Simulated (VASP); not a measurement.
# SiMo3 (Pm-3n) in VASP: a series of runs, part 2 of 2

VASP 6.6.1. The steps go on from the part before.

### Step 3. Relaxation of cell and atoms, PBE

This run uses another cell than the first one, of 14.61 Å³/atom, 0.986 times its volume.

Input file INCAR:

```
  PREC = Accurate
  ENCUT = 600
  EDIFF = 1E-6
  ISMEAR = 0
  SIGMA = 0.1
  LREAL = False
  LASPH = True
  NELM = 100
  ALGO = Normal
  ISIF = 3
  LWAVE = False
  LCHARG = False
  GGA = PE
  IBRION = 2
  NSW = 60
  EDIFFG = -0.04
```

Input file KPOINTS:

```
regular mesh
0
Gamma
  4 4 4
```

Input file POSCAR:

```
SiMo3
1.0
    4.8896950000      0.0000000000      0.0000000000
    0.0000000000      4.8896950000      0.0000000000
    0.0000000000      0.0000000000      4.8896950000
Si Mo
2 6
Direct
    0.5000000000      0.5000000000      0.5000000000
    0.0000000000      0.0000000000      0.0000000000
    0.0000000000      0.5000000000      0.2500000000
    0.0000000000      0.5000000000      0.7500000000
    0.5000000000      0.7500000000      0.0000000000
    0.5000000000      0.2500000000      0.0000000000
    0.7500000000      0.0000000000      0.5000000000
    0.2500000000      0.0000000000      0.5000000000
```

Potentials or basis: VASP PAW PBE potentials, release 64 (Si, Mo_sv).

The run is started by

```console
$ cat potpaw_PBE.64/Si/POTCAR potpaw_PBE.64/Mo_sv/POTCAR > POTCAR
$ mpirun -np 1 vasp_std > vasp.out
```

OUTCAR:

```text
PREC = Accurate
   ENCUT = 600
   EDIFF = 1E-6
   ISMEAR = 0
   LREAL = False
   LASPH = True
   NELM = 100
   ISIF = 3
   GGA = PE
   IBRION = 2
   NSW = 60
   EDIFFG = -0.04

 ion  position               nearest neighbor table
   1  0.500  0.500  0.500-   3 2.73   4 2.73   5 2.73   6 2.73   7 2.73   8 2.73   5 2.73   6 2.73
                             7 2.73   8 2.73   3 2.73   4 2.73
   2  0.000  0.000  0.000-   3 2.73   4 2.73   5 2.73   6 2.73   7 2.73   8 2.73   7 2.73   8 2.73
                             3 2.73   4 2.73   5 2.73   6 2.73
   3  0.000  0.500  0.250-   4 2.44   4 2.44   1 2.73   2 2.73   2 2.73   1 2.73   8 2.99   5 2.99
                             6 2.99   7 2.99   8 2.99   7 2.99   5 2.99   6 2.99
   4  0.000  0.500  0.750-   3 2.44   3 2.44   1 2.73   2 2.73   2 2.73   1 2.73   8 2.99   5 2.99
                             6 2.99   7 2.99   8 2.99   7 2.99   5 2.99   6 2.99
   5  0.500  0.750  0.000-   6 2.44   6 2.44   1 2.73   1 2.73   2 2.73   2 2.73   8 2.99   4 2.99
                             7 2.99   8 2.99   3 2.99   7 2.99   3 2.99   4 2.99
[... 200 lines left out ...]
  Total        2.8672082      2.8672082      2.8672082     -0.0000000      0.0000000      0.0000000
  in kB       39.2938430     39.2938430     39.2938430     -0.0000000      0.0000000      0.0000000
  external PRESSURE =      39.2938430 kB  Pullay stress =       0.0000000 kB
[... 71 lines left out ...]
--------------------------------------- Ionic step        3  -------------------------------------------

 number of electron      91.9999982 magnetization

 Free energy of the ion-electron system (eV)
  ---------------------------------------------------
  ext. energy  EPLUGINS =         0.00000000
  ---------------------------------------------------
  free energy    TOTEN  =       -78.88323352 eV

  energy without entropy =      -78.85607957  energy(sigma->0) =      -78.86965655

 E-fermi :  12.4603     XC(G=0): -13.0282

 val. band max:       12.4106648999   @ k =   0.5000   0.5000   0.0000
 cond. band min:      12.5176072453   @ k =   0.5000   0.2500   0.0000
 fundamental gap:      0.1069423453
 Fermi energy:        12.4602646349

 k-point     1 :       0.0000    0.0000    0.0000
  band No.  band energies     occupation
      1     -48.7580      2.00000
      2     -48.6502      2.00000
      3     -48.6502      2.00000
      4     -48.3382      2.00000
      5     -48.3382      2.00000
      6     -48.3382      2.00000
[... 604 lines left out ...]
  FREE ENERGIE OF THE ION-ELECTRON SYSTEM (eV)
  ---------------------------------------------------
  free  energy   TOTEN  =       -78.8832335230 eV

  energy  without entropy=      -78.8560795712  energy(sigma->0) =      -78.86965655

 reached required accuracy - stopping structural energy minimisation
```

Run time: 1.9 min. Hardware: 1 thread of Intel Xeon Platinum 8488C (Sapphire Rapids), shared host; peak memory 0.27 GiB.

Results:

```
Free energy                            : -78.8832 eV
Relaxed volume                         : 14.84 Å³/atom
Relaxed cell                           : a = 4.915 Å, b = 4.915 Å, c = 4.915 Å, α = 90.00°, β = 90.00°, γ = 90.00°
Space group after relaxing (to 0.05 Å) : Pm-3n (No. 223)
Energy gained by relaxing              : 2.7 meV/atom
Ionic steps                            : 3
Pressure after relaxing                : -0.1 GPa
Band gap on the k mesh                 : none (metal or under the smearing width)
```

The path:
```csv
step,energy change (eV),largest force (eV/Å),pressure (GPa),volume (Å³)
1,0.0000,0.0000,3.93,116.91
2,0.0961,0.0000,-8.36,123.08
3,-0.0217,0.0000,-0.06,118.73
```

Final structure:
```yaml
crystal:
  lattice:
    - [4.91493, 0.00000, 0.00000]
    - [0.00000, 4.91493, 0.00000]
    - [0.00000, 0.00000, 4.91493]
  atoms:
    - { symbol: Si, position: [0.50000, 0.50000, 0.50000] }
    - { symbol: Si, position: [0.00000, 0.00000, 0.00000] }
    - { symbol: Mo, position: [0.00000, 0.50000, 0.25000] }
    - { symbol: Mo, position: [0.00000, 0.50000, 0.75000] }
    - { symbol: Mo, position: [0.50000, 0.75000, 0.00000] }
    - { symbol: Mo, position: [0.50000, 0.25000, 0.00000] }
    - { symbol: Mo, position: [0.75000, 0.00000, 0.50000] }
    - { symbol: Mo, position: [0.25000, 0.00000, 0.50000] }
```
